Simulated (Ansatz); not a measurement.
Crystal: Pb.

```xyz
1
Lattice="0.0000 2.4750 2.4750 2.4750 0.0000 2.4750 2.4750 2.4750 0.0000" Properties=species:S:1:pos:R:3 pbc="T T T"
Pb    0.0000    0.0000    0.0000
```

* Program: Ansatz 0.2.0
* Task: relaxation of cell and atoms
* Functional: HF
* Potentials or basis: Ansatz PAW
* Cutoff: 420 eV (not typed: the program's choice for these potentials)
* k mesh: 5 × 5 × 5
* Occupations: fermi-dirac, width 0.05 eV
* Spin: no spin polarisation

At the start: volume 30.32 Å³/atom.

Q: Where does the relaxation end?

A: It ends after 5 steps and the volume is 33.72 Å³/atom (+11.2 %); space group Fm-3m (No. 225, to 0.05 Å).

The path:
| step | energy change (eV) | largest force (eV/Å) | volume (Å³) |
| --- | --- | --- | --- |
| 1 | 0.0000 | 0.0000 | 30.32 |
| 2 | -0.0501 | 0.0000 | 34.22 |
| 3 | -0.0510 | 0.0000 | 33.81 |
| 4 | -0.0511 | 0.0000 | 33.72 |
| 5 | -0.0519 | 0.0000 | 33.72 |

Final structure:
```yaml
crystal:
  lattice:
    - [0.00000, 2.56431, 2.56431]
    - [2.56431, 0.00000, 2.56431]
    - [2.56431, 2.56431, 0.00000]
  atoms:
    - { symbol: Pb, position: [0.00000, 0.00000, 0.00000] }
```

Caveat: the k mesh is coarse (spacing up to 0.44 Å⁻¹), so the values aren't converged, least of all with exact exchange; the plane-wave basis is chosen anew once the cell has moved, so the energies of steps on either side of that aren't comparable; the volume moved by +11 % from the deposited cell, more than functionals usually miss; the PAW data sets come from PBE, with cores solved anew for the run's functional, which leaves a small shift of forces and pressure.
